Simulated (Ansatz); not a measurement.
Input of an Ansatz 0.2.0 run:

The input input.yaml:

```yaml
crystal:
  lattice:
    - [0.0, 2.625, 2.625]
    - [2.625, 0.0, 2.625]
    - [2.625, 2.625, 0.0]
  atoms:
    - { symbol: Zr, position: [0.0, 0.0, 0.0] }
    - { symbol: S, position: [0.5, 0.5, 0.5] }
kpoints:
  mp_grid: { grid: [6, 6, 6] }
scf:
  occupations: { method: fermi_dirac, width: 0.05 }
hamiltonian:
  xc: pbe0
  pseudopotentials: { kind: all_electron, datasets: crystal }
output:
  forces: true
  stress: true
```

Potentials or basis: all-electron PAW datasets made for the crystal.

Command:

```bash
$ ansatz run input.yaml --threads 2 --pin off --max-ram 8192MiB --backend cpu --events-out ev --progress --plain --runs-dir out
```

Problem. Estimate the pressure.

Solution. -4.6 GPa.

Problem. Estimate the band gap on the k mesh.

Solution. None (metal or under the smearing width).

Caveat: the program warned that the printed levels may be off, so bands, gaps and densities of states are rough.
